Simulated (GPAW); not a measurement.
# GaP (F-43m) in GPAW: notebook, part 2 of 2

GPAW 26.7.0. Earlier steps stand in the parts before.

## (4) Band structure, r4SCAN, spin-orbit coupling, no magnetisation

Contents of run.py:

```python
import numpy as np
from ase.dft.bandgap import bandgap
from ase.io import write
from ase.spacegroup import crystal
from ase.units import GPa
from gpaw import GPAW, PW
from gpaw.spinorbit import soc_eigenstates

# Ga 4a
# P 4c
atoms = crystal(['Ga', 'P'],
                basis=[[0.0, 0.0, 0.0],
                       [0.25, 0.25, 0.25]],
                spacegroup=216, setting=1,  # F-43m
                cellpar=[5.4505, 5.4505, 5.4505, 90.0, 90.0, 90.0],
                primitive_cell=True)

calc = GPAW(mode=PW(600),
            xc='MGGA_X_R4SCAN+MGGA_C_R2SCAN',
            kpts={'size': (8, 8, 8), 'gamma': True},
            occupations={'name': 'fermi-dirac', 'width': 0.05},
            nbands=11,
            convergence={'density': 1e-05, 'energy': 1e-05},
            maxiter=150,
            txt='gpaw.txt')
atoms.calc = calc
energy = atoms.get_potential_energy()
forces = atoms.get_forces()
stress = atoms.get_stress()
calc.write('gs.gpw')
write('result.traj', atoms)
print(f'Energy: {energy:.6f} eV')
print('Forces (eV/A):')
print(forces.round(4))
print('Stress (GPa):', (stress / GPa).round(3))
print('Fermi level:', round(calc.get_fermi_level(), 4), 'eV')
print(f'Gap: {bandgap(calc)[0]:.4f} eV, direct: {bandgap(calc, direct=True)[0]:.4f} eV')

path = atoms.cell.bandpath('GXWKGLUWLK,UX', npoints=80, eps=1e-4)
bs_calc = calc.fixed_density(kpts=path, symmetry='off', nbands=21,
                             convergence={'bands': 'CBM+6.0', 'eigenstates': 1e-6}, txt='bands.txt')
bs = bs_calc.band_structure()
bs.write('bs.json')
print(f'Gap on the path: {bandgap(bs_calc)[0]:.4f} eV')

soc = soc_eigenstates(bs_calc, theta=90, phi=45, ignore_xc_potential=True)
np.savetxt('soc_bands.dat', soc.eigenvalues(), fmt='%.4f')
mesh = soc_eigenstates('gs.gpw', theta=90, phi=45, ignore_xc_potential=True)
np.savetxt('soc_mesh.dat', mesh.eigenvalues(), fmt='%.4f')
print('Fermi level with spin-orbit coupling:', round(mesh.fermi_level, 4), 'eV')
```

Potentials or basis: GPAW PAW data sets (gpaw-data 1.2.1), pw.

Command:

```console
> OMP_NUM_THREADS=1 python run.py
```

gpaw.txt:

```text
__  _  _
 | _ |_)|_||  |
 |__||  | ||/\| - 26.7.0

Input parameters:
  mode=PW(ecut=600.0),
  convergence={'density': 1e-05, 'energy': 1e-05},
  kpts=MonkhorstPack(size=(8, 8, 8), gamma=True),
  maxiter=150,
  nbands=11,
  occupations=Occupations(name='fermi-dirac', width=0.05),
  xc=XC(name='MGGA_X_R4SCAN+MGGA_C_R2SCAN')

Diagonalizing LCAO Hamiltonian
Converting LCAO to pw mode

           P

       Ga

Atoms  # Å, Bohr magnetons
|   | symbol |        x |        y |        z |    initial magnetic moments |
|---|--------|----------|----------|----------|-----------------------------|
| 0 |     Ga | 0.000000 | 0.000000 | 0.000000 | ( 0.0000,  0.0000,  0.0000) |
| 1 |      P | 1.362625 | 1.362625 | 1.362625 | ( 0.0000,  0.0000,  0.0000) |

Unit cell  # Å
| periodic |        x |        y |        z |  lengths |    angles |
|----------|----------|----------|----------|----------|-----------|
|      yes | 0.000000 | 2.725250 | 2.725250 | 3.854086 | 60.000000 |
|      yes | 2.725250 | 0.000000 | 2.725250 | 3.854086 | 60.000000 |
|      yes | 2.725250 | 2.725250 | 0.000000 | 3.854086 | 60.000000 |

Number of symmetries: 24
Symmetry operations  # r_c * U_cc + t_c -> r_c
|    | kind |            matrix            |
|----|------|------------------------------|
|  0 |  E   |  1, 0, 0,  0, 1, 0,  0, 0, 1 |
|  1 |  σ   |  1, 0, 0,  0, 0, 1,  0, 1, 0 |
|  2 |  σ   |  1, 0,-1,  0, 1,-1,  0, 0,-1 |
|  3 |  C3  |  1, 0,-1,  0, 0,-1,  0, 1,-1 |
|  4 |  C3  |  1,-1, 0,  0,-1, 1,  0,-1, 0 |
|  5 |  σ   |  1,-1, 0,  0,-1, 0,  0,-1, 1 |
|  6 |  σ   |  0, 1, 0,  1, 0, 0,  0, 0, 1 |
|  7 |  C3  |  0, 1, 0,  0, 0, 1,  1, 0, 0 |
|  8 |  C2  |  0, 1,-1,  1, 0,-1,  0, 0,-1 |
|  9 |  S4  |  0, 1,-1,  0, 0,-1,  1, 0,-1 |
| 10 |  C3  |  0, 0, 1,  1, 0, 0,  0, 1, 0 |
| 11 |  σ   |  0, 0, 1,  0, 1, 0,  1, 0, 0 |
| 12 |  S4  |  0, 0,-1,  1, 0,-1,  0, 1,-1 |
| 13 |  C3  |  0, 0,-1,  0, 1,-1,  1, 0,-1 |
| 14 |  S4  |  0,-1, 1,  1,-1, 0,  0,-1, 0 |
| 15 |  C2  |  0,-1, 1,  0,-1, 0,  1,-1, 0 |
| 16 |  C3  |  0,-1, 0,  1,-1, 0,  0,-1, 1 |
| 17 |  S4  |  0,-1, 0,  0,-1, 1,  1,-1, 0 |
| 18 |  S4  | -1, 1, 0, -1, 0, 1, -1, 0, 0 |
| 19 |  C3  | -1, 1, 0, -1, 0, 0, -1, 0, 1 |
| 20 |  C3  | -1, 0, 1, -1, 1, 0, -1, 0, 0 |
| 21 |  S4  | -1, 0, 1, -1, 0, 0, -1, 1, 0 |
| 22 |  σ   | -1, 0, 0, -1, 1, 0, -1, 0, 1 |
| 23 |  C2  | -1, 0, 0, -1, 0, 1, -1, 1, 0 |

BZ-sampling:
  Number of BZ points: 512
  Number of IBZ points: 29
[... 84 lines left out ...]
    |   3s |  2.000 |     -13.968 |    0.953 |
    |   3p |  3.000 |      -5.506 |    0.953 |
    |    s |        |      13.244 |    0.953 |
    |    p |        |      21.705 |    0.953 |
    |    d |        |       0.000 |    0.953 |

    Using partial waves for P as LCAO basis

Reference energy: -62187.585188  # eV

eigensolver:
  PPCG
  Converge bands: occupied
  niter=2

density mixing:
  MSR1-Mixer
  Pratt-step length: 0.05
  Maximum mixing coefficient: 0.75
  Old densities: 10
  SVD Regularization: 0.005
  Good broyden scale: 1.0
  Trust region scale: 1.0
  Backstep threshold: 4.0
  History deletion threshold: 6.0
  Fourier metric: weight=20.0, sigma=0.015

occupation numbers:
  Fermi-Dirac:
    width: 0.0500  # eV

poisson solver:
  ecut: 4800.0  # eV

xc functional:
  name: MGGA_X_R4SCAN+MGGA_C_R2SCAN with 2 nearest neighbor stencil

convergence criteria:
- Maximum integral of absolute [dens]ity change: 1e-05 electrons / valence electron
- Maximum [total energy] change in last 3 cyles: 1e-05 eV / valence electron
- Maximum integral of absolute [eigenst]ate change: 4e-08 eV^2 / valence electron
maximum number of iterations: 150

SCF iterations
|iter     | |      energy | eigst |  dens |
|---------|-|-------------|-------|-------|
|iter:   1| |  -23.474588 | -0.25 |       |
|iter:   2| |  -22.589677 | -1.52 | -0.89 |
|iter:   3| |  -35.307002 | -0.23 | -0.88 |
|iter:   4| |  -22.607557 | +0.03 | -0.00 |
|iter:   5| |  -22.598922 | -1.89 | -1.32 |
|iter:   6| |  -22.599163 | -2.79 | -1.88 |
|iter:   7| |  -22.598459 | -3.99 | -2.26 |
|iter:   8| |  -22.598525 | -4.83 | -2.76 |
|iter:   9| |  -22.598523c| -6.21 | -3.40 |
|iter:  10| |  -22.598523c| -7.82c| -4.24 |
|iter:  11| |  -22.598523c| -8.65c| -4.76 |
|iter:  12| |  -22.598523c| -8.76c| -5.44c|

Converged in 12 steps
Energy contributions relative to reference atoms: (reference = -62187.585188)

Energy contributions:
  Kinetic:          21.472813
  Coulomb:         -18.525408
  Zero:             -0.030869
  External:          0.000000
  Xc:              -25.515059
  Entropy:          -0.000000
  Spinorbit:         0.000000
  ----------------------------
  Free energy:     -22.598523
  Extrapolated:    -22.598523

dipole moment: (-16.912493, -16.912493, -16.912493)  # |e|*Ang

Fermi level: 5.653
Eigenvalues  # (at kpt = [0.000, 0.000, 0.000])
| band index |      eig [eV] | occ [0-2] |
|------------|---------------|-----------|
|          0 |        -8.259 |     2.000 |
|          1 |         4.729 |     2.000 |
|          2 |         4.729 |     2.000 |
|          3 |         4.729 |     2.000 |
|          4 |         7.071 |     0.000 |
|          5 |         8.911 |     0.000 |
|          6 |         8.911 |     0.000 |
|          7 |         8.911 |     0.000 |
|          8 |        14.194 |     0.000 |
|          9 |        14.842 |     0.000 |
|         10 |        14.842 |     0.000 |

Gap: 1.892 eV
Transition (v -> c):
  (s=0, k=0, n=3, [0.00, 0.00, 0.00]) -> (s=0, k=12, n=4, [0.38, 0.38, 0.00])
Direct/indirect transitions are different
Direct gap: 2.342 eV
Transition at: (s=0, k=0, n=3, [0.00, 0.00, 0.00])

Forces  # eV/Ang
|       x |       y |       z |
|---------|---------|---------|
| 0.00000 | 0.00000 | 0.00000 |  # Ga   0
| 0.00000 | 0.00000 | 0.00000 |  # P    1

Stress tensor  # eV/Ang^3
|         x |         y |         z |
|-----------|-----------|-----------|
| -0.006345 | -0.000000 | -0.000000 |
| -0.000000 | -0.006345 |  0.000000 |
| -0.000000 |  0.000000 | -0.006345 |

# Writing to gs.gpw (mode='')
```

stdout:

```text
Energy: -22.598523 eV
Forces (eV/A):
[[0. 0. 0.]
 [0. 0. 0.]]
Stress (GPa): [-1.017 -1.017 -1.017  0.    -0.    -0.   ]
Fermi level: 5.6535 eV
Gap: 1.8925 eV, direct: 2.3418 eV
Gap on the path: 1.8450 eV
Fermi level with spin-orbit coupling: 5.6606 eV
```

bands.txt:

```text
Diagonalizing LCAO Hamiltonian
Converting LCAO to pw mode
convergence criteria:
- Maximum integral of absolute [eigenst]ate change: 1e-06 eV^2 / valence electron
maximum number of iterations: 150

SCF iterations
|iter     | |      energy | eigst |  dens |
|---------|-|-------------|-------|-------|
[... 84 lines left out ...]
         [0.41666667, 0.41666667, 0.66666667],
         [0.40277778, 0.40277778, 0.69444444],
         [0.38888889, 0.38888889, 0.72222222],
         [0.375     , 0.375     , 0.75      ],
         [0.625     , 0.25      , 0.625     ],
         [0.59375   , 0.1875    , 0.59375   ],
         [0.5625    , 0.125     , 0.5625    ],
         [0.53125   , 0.0625    , 0.53125   ],
         [0.5       , 0.        , 0.5       ]])),
  maxiter=150,
  nbands=21,
  occupations=Occupations(name='fermi-dirac', width=0.05),
  symmetry=Symmetry(point_group=False, time_reversal=False),
  xc=XC(name='MGGA_X_R4SCAN+MGGA_C_R2SCAN')
```

Run time: 42 s. Hardware: 1 thread of AMD EPYC 9R45 (Zen 5), shared host; peak memory 0.32 GiB.

What came out:

| Quantity | Value |
| --- | --- |
| Free energy | -22.5985 eV |
| Pressure | 1.0 GPa |
| Band gap on the k mesh | 1.86 eV, indirect (least direct gap 2.31 eV) |
| Band gap along the path | 1.82 eV, indirect (least direct gap 2.31 eV) |

Levels at the corners of the path, in eV from the valence-band top:
```
point  band 5  band 6  band 7  band 8  band 9  band 10  band 11  band 12
    Γ    0.00    0.00    0.00    0.00    2.31     2.31     4.04     4.04
    X   -2.83   -2.83   -2.81   -2.81    1.87     1.87     2.06     2.06
    W   -3.77   -3.74   -3.58   -3.53    5.03     5.03     5.28     5.31
    K   -4.12   -4.10   -2.38   -2.37    2.44     2.44     5.17     5.17
    Γ    0.00    0.00    0.00    0.00    2.31     2.31     4.04     4.04
    L   -1.23   -1.23   -1.16   -1.16    2.00     2.00     4.98     4.98
    U   -4.12   -4.10   -2.38   -2.37    2.44     2.44     5.17     5.17
    W   -3.77   -3.74   -3.58   -3.53    5.03     5.03     5.28     5.31
    L   -1.23   -1.23   -1.16   -1.16    2.00     2.00     4.98     4.98
    K   -4.12   -4.10   -2.38   -2.37    2.44     2.44     5.17     5.17
    U   -4.12   -4.10   -2.38   -2.37    2.44     2.44     5.17     5.17
    X   -2.83   -2.83   -2.81   -2.81    1.87     1.87     2.06     2.06
```

Caveat: the data sets keep Ga 3d, Li 1s and Be 1s frozen, and some such compounds lay over 1.5 % in volume off other programs; spin-orbit coupling was added after a scalar SCF, so levels and gaps hold it while energy, forces, pressure and moments don't; this program's spin-orbit splittings come out too wide for heavy elements; the PAW data sets were made with another functional, which shifts forces and pressure a little.

## (5) Band structure, optPBE-vdW, spin-orbit coupling, no magnetisation

Contents of run.py:

```python
import numpy as np
from ase.dft.bandgap import bandgap
from ase.io import read, write
from gpaw import GPAW, PW
from gpaw.spinorbit import soc_eigenstates

atoms = read('GaP.xyz')

calc = GPAW(mode=PW(600),
            xc={'name': 'optPBE-vdW', 'backend': 'libvdwxc'},
            kpts={'size': (8, 8, 8), 'gamma': True},
            occupations={'name': 'fermi-dirac', 'width': 0.05},
            nbands=11,
            convergence={'density': 1e-05, 'energy': 1e-05},
            maxiter=150,
            txt='gpaw.txt')
atoms.calc = calc
energy = atoms.get_potential_energy()
forces = atoms.get_forces()
calc.write('gs.gpw')
write('result.traj', atoms)
print(f'Energy: {energy:.6f} eV')
print('Forces (eV/A):')
print(forces.round(4))
print('Fermi level:', round(calc.get_fermi_level(), 4), 'eV')
print(f'Gap: {bandgap(calc)[0]:.4f} eV, direct: {bandgap(calc, direct=True)[0]:.4f} eV')

path = atoms.cell.bandpath('GXWKGLUWLK,UX', npoints=60, eps=1e-4)
bs_calc = calc.fixed_density(kpts=path, symmetry='off', nbands=21,
                             convergence={'bands': 'CBM+6.0', 'eigenstates': 1e-6}, txt='bands.txt')
bs = bs_calc.band_structure()
bs.write('bs.json')
print(f'Gap on the path: {bandgap(bs_calc)[0]:.4f} eV')

soc = soc_eigenstates(bs_calc, theta=90, phi=0)
np.savetxt('soc_bands.dat', soc.eigenvalues(), fmt='%.4f')
mesh = soc_eigenstates('gs.gpw', theta=90, phi=0)
np.savetxt('soc_mesh.dat', mesh.eigenvalues(), fmt='%.4f')
print('Fermi level with spin-orbit coupling:', round(mesh.fermi_level, 4), 'eV')
```

Contents of GaP.xyz:

```xyz
2
Lattice="0.0000000000 2.7252500000 2.7252500000 2.7252500000 0.0000000000 2.7252500000 2.7252500000 2.7252500000 0.0000000000" Properties=species:S:1:pos:R:3 pbc="T T T"
Ga     0.0000000000      0.0000000000      0.0000000000
P      4.0878750000      4.0878750000      4.0878750000
```

Command:

```console
> OMP_NUM_THREADS=1 python run.py
```

Wall time 12 s (1 thread of AMD EPYC 9R45 (Zen 5), shared host); peak memory 0.26 GiB.

The run converged. Its results:

| Property | Result |
| --- | --- |
| Free energy | -32.5144 eV |
| Band gap on the k mesh | 1.70 eV, indirect (least direct gap 1.90 eV) |
| Band gap along the path | 1.65 eV, indirect (least direct gap 1.90 eV) |

Levels at the corners of the path, in eV from the valence-band top:
```csv
point,band 5,band 6,band 7,band 8,band 9,band 10,band 11,band 12
Γ,0.00,0.00,0.00,0.00,1.90,1.90,3.82,3.82
X,-2.68,-2.68,-2.66,-2.66,1.71,1.71,1.88,1.88
W,-3.59,-3.57,-3.41,-3.36,4.75,4.75,4.89,4.92
K,-3.93,-3.91,-2.25,-2.25,2.24,2.25,4.85,4.85
Γ,0.00,0.00,0.00,0.00,1.90,1.90,3.82,3.82
L,-1.17,-1.17,-1.09,-1.09,1.74,1.74,4.73,4.73
U,-3.93,-3.91,-2.25,-2.25,2.24,2.25,4.85,4.85
W,-3.59,-3.57,-3.41,-3.36,4.75,4.75,4.89,4.92
L,-1.17,-1.17,-1.09,-1.09,1.74,1.74,4.73,4.73
K,-3.93,-3.91,-2.25,-2.25,2.24,2.25,4.85,4.85
U,-3.93,-3.91,-2.25,-2.25,2.24,2.25,4.85,4.85
X,-2.68,-2.68,-2.66,-2.66,1.71,1.71,1.88,1.88
```

Caveat: spin-orbit coupling was added after a scalar SCF, so levels and gaps hold it while energy, forces, pressure and moments don't; this program's spin-orbit splittings come out too wide for heavy elements; the PAW data sets were made with another functional, which shifts forces and pressure a little.

## (6) Equation of state, PBE

Contents of run.py:

```python
from ase.eos import EquationOfState
from ase.io import Trajectory, read
from ase.units import GPa
from gpaw import GPAW, PW, setup_paths

setup_paths.insert(0, '.')

atoms = read('POSCAR')

traj = Trajectory('eos.traj', 'w')
volumes, energies = [], []
for x in [0.94, 0.96, 0.98, 1.0, 1.02, 1.04, 1.06]:
    a = atoms.copy()
    a.set_cell(atoms.cell * x**(1 / 3), scale_atoms=True)
    calc = GPAW(mode=PW(600),
                xc='PBE',
                kpts={'size': (8, 8, 8), 'gamma': True},
                occupations={'name': 'fermi-dirac', 'width': 0.05},
                setups={'Ga': 'jth', 'P': 'jth'},
                nbands=-7,
                convergence={'density': 1e-05, 'energy': 1e-05},
                maxiter=150,
                txt=f'eos-{x:.2f}.txt')
    a.calc = calc
    energies.append(a.get_potential_energy(force_consistent=True))
    volumes.append(a.get_volume())
    p = -a.get_stress()[:3].mean() / GPa
    calc.write(f'eos-{x:.2f}.gpw')
    traj.write(a)
    print(f'{x:.2f} {volumes[-1]:10.4f} A^3 {energies[-1]:14.6f} eV {p:9.3f} GPa', flush=True)

v0, e0, B = EquationOfState(volumes, energies, eos='birchmurnaghan').fit()
print(f'V0 = {v0:.4f} A^3, E0 = {e0:.6f} eV, B0 = {B / GPa:.2f} GPa')
```

Contents of POSCAR:

```
GaP
1.0
    0.0000000000      2.7252500000      2.7252500000
    2.7252500000      0.0000000000      2.7252500000
    2.7252500000      2.7252500000      0.0000000000
Ga P
1 1
Direct
    0.0000000000      0.0000000000      0.0000000000
    0.7500000000      0.7500000000      0.7500000000
```

Potentials or basis: JTH PAW 2.0, PBE, pw.

Command:

```console
> OMP_NUM_THREADS=1 python run.py
```

The log of the run:

```text
__  _  _
 | _ |_)|_||  |
 |__||  | ||/\| - 26.7.0

Input parameters:
  mode=PW(ecut=600.0),
  convergence={'density': 1e-05, 'energy': 1e-05},
  kpts=MonkhorstPack(size=(8, 8, 8), gamma=True),
  maxiter=150,
  nbands=-7,
  occupations=Occupations(name='fermi-dirac', width=0.05),
  setups={'Ga': 'jth', 'P': 'jth'},
  xc=XC(name='PBE')

Diagonalizing LCAO Hamiltonian
Converting LCAO to pw mode

                    P

       Ga

Atoms  # Å, Bohr magnetons
|   | symbol |        x |        y |        z |    initial magnetic moments |
|---|--------|----------|----------|----------|-----------------------------|
| 0 |     Ga | 0.000000 | 0.000000 | 0.000000 | ( 0.0000,  0.0000,  0.0000) |
| 1 |      P | 4.004426 | 4.004426 | 4.004426 | ( 0.0000,  0.0000,  0.0000) |

Unit cell  # Å
| periodic |        x |        y |        z |  lengths |    angles |
|----------|----------|----------|----------|----------|-----------|
|      yes | 0.000000 | 2.669617 | 2.669617 | 3.775409 | 60.000000 |
|      yes | 2.669617 | 0.000000 | 2.669617 | 3.775409 | 60.000000 |
[... 173 lines left out ...]

Converged in 9 steps
Energy contributions relative to reference atoms: (reference = -62200.874465)

Energy contributions:
  Kinetic:          15.498002
  Coulomb:         -12.674403
  Zero:             -0.037637
  External:          0.000000
  Xc:              -11.868976
  Entropy:          -0.000000
  Spinorbit:         0.000000
  ----------------------------
  Free energy:      -9.083015
  Extrapolated:     -9.083015

dipole moment: (-9.929041, -9.929041, -9.929041)  # |e|*Ang

Fermi level: 6.067
Eigenvalues  # (at kpt = [0.000, 0.000, 0.000])
| band index |      eig [eV] | occ [0-2] |
|------------|---------------|-----------|
|          0 |        -9.336 |     2.000 |
|          1 |        -9.336 |     2.000 |
|          2 |        -9.336 |     2.000 |
|          3 |        -9.221 |     2.000 |
|          4 |        -9.221 |     2.000 |
|          5 |        -7.650 |     2.000 |
[... 8 lines left out ...]
|         14 |        15.145 |     0.000 |
|         15 |        15.145 |     0.000 |

Gap: 1.525 eV
Transition (v -> c):
  (s=0, k=0, n=8, [0.00, 0.00, 0.00]) -> (s=0, k=24, n=9, [0.50, 0.50, 0.00])
Direct/indirect transitions are different
Direct gap: 2.342 eV
Transition at: (s=0, k=0, n=8, [0.00, 0.00, 0.00])

Stress tensor  # eV/Ang^3
|         x |         y |         z |
|-----------|-----------|-----------|
| -0.053815 | -0.000000 | -0.000000 |
| -0.000000 | -0.053815 |  0.000000 |
| -0.000000 |  0.000000 | -0.053815 |

# Writing to eos-0.94.gpw (mode='')
```

Run time: 65 s. Hardware: 1 thread of AMD EPYC 7R43 (Zen 3), shared host; peak memory 0.25 GiB.

What came out:

| Property | Result |
| --- | --- |
| Equilibrium volume | 20.85 Å³/atom |
| Bulk modulus | 77 GPa |
| Pressure derivative of the bulk modulus | 4.6 |

Energy against volume, from the lowest point:
```tsv
volume (Å³/atom)	energy (meV/atom)
19.026	45.03
19.431	26.07
19.836	12.64
20.240	4.10
20.645	0.10
21.050	0.00
21.455	3.51
```

Caveat: the program truncates these outside data sets. PBE usually gives volumes a little too large and moduli too small.

## (7) The runs side by side

| task | level | potentials or basis | spin | eigensolver | band path | band points | spin axis theta (degrees) | spin axis phi (degrees) | gap on the mesh (eV) |
| --- | --- | --- | --- | --- | --- | --- | --- | --- | --- |
| equation of state | BLYP+D3 | PAW data sets generated in the run's folder for this functional, pw | off | davidson | - | - | - | - | - |
| equation of state | SCAN+D3 | GPAW PAW data sets (gpaw-data 1.2.1), pw | off | - | - | - | - | - | - |
| band structure | r4SCAN | GPAW PAW data sets (gpaw-data 1.2.1), pw | SOC, no magnetisation | - | GXWKGLUWLK,UX | 80 | 90 | 45 | 1.86 |
| band structure | optPBE-vdW | GPAW PAW data sets (gpaw-data 1.2.1), pw | SOC, no magnetisation | - | GXWKGLUWLK,UX | 60 | 90 | 0 | 1.70 |
| equation of state | PBE | JTH PAW 2.0, PBE, pw | off | - | - | - | - | - | - |

Alike in all rows: cell as given; k mesh 8 × 8 × 8; cutoff (eV) 600; smearing fermi-dirac 0.05 eV.

Caveats: the data sets keep Ga 3d, Li 1s and Be 1s frozen, and some such compounds lay over 1.5 % in volume off other programs (some runs); the PAW data sets were made with another functional, which shifts forces and pressure a little (some runs); spin-orbit coupling was added after a scalar SCF, so levels and gaps hold it while energy, forces, pressure and moments don't (some runs); this program's spin-orbit splittings come out too wide for heavy elements (some runs); the minimum lies outside the volumes run (some runs); the points scatter about the fit (some runs); the program truncates these outside data sets (some runs).

Total energies depend on the potentials used, so only differences within one code and one set of settings carry meaning.

## (8) Comparison with measurements

Step 4. Measured gap of GaP: 2.34 eV (indirect; 10 K; quoted in “Stacking defects in GaP nanowires: Electronic structure and optical properties”, 2018, arxiv:1810.01194). This calculation gives 1.82 eV (-0.52 eV). The value is that of r4SCAN, without temperature or zero-point motion.

Step 5. Measured gap of GaP: 2.34 eV (indirect; 10 K; quoted in “Stacking defects in GaP nanowires: Electronic structure and optical properties”, 2018, arxiv:1810.01194). This calculation gives 1.65 eV (-0.69 eV). The value is that of optPBE-vdW, without temperature or zero-point motion.

Step 6. A measured bulk modulus of GaP is 87.5 GPa (“Phosphorous dimerization in GaP at high pressure”, 2017, arxiv:1709.06667); the calculated 77 GPa misses it by -12.3 %. The fit is for a static lattice scaled at fixed shape and fixed fractional positions.
